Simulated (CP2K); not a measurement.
PtS2:

```xyz
3
Lattice="3.5432 0.0000 0.0000 -1.7716 3.0685 0.0000 0.0000 0.0000 5.0388" Properties=species:S:1:pos:R:3 pbc="T T T"
Pt    0.0000    0.0000    0.0000
S     1.7716    1.0228    3.8950
S     0.0000    2.0457    1.1438
```

Base run:

```yaml
Program: CP2K 2026.2
Functional: rev-vdW-DF2
Potentials_or_basis: POTENTIAL_UZH Pt GTH-PBE-q18, S GTH-PBE-q6; TZVP-MOLOPT-PBE-GTH basis
Density_cutoff: 9184 eV
k_mesh: 9 × 9 × 5
Occupations: fermi-dirac, width 0.05 eV
Spin: no spin polarisation
```

Its results: band gap on the k mesh 0.99 eV, indirect (least direct gap 1.05 eV); pressure 11.4 GPa; largest force 1.642 eV/Å.

Q: After a change of settings the same cell gave: band gap on the k mesh 1.02 eV, indirect (least direct gap 1.09 eV); pressure 13.6 GPa; largest force 1.838 eV/Å. Which change was it?
A. functional from rev-vdW-DF2 to HLE17
B. functional from rev-vdW-DF2 to optB88-vdW
C. functional from rev-vdW-DF2 to PBEsol
D. functional from rev-vdW-DF2 to PBE

A: B.

Caveats: the potentials were made for another functional, which shifts forces and pressure; spin-orbit coupling is left out, which moves the levels of the heavy elements; the basis of atomic orbitals isn't converged, which shifts pressures, moduli and gaps.
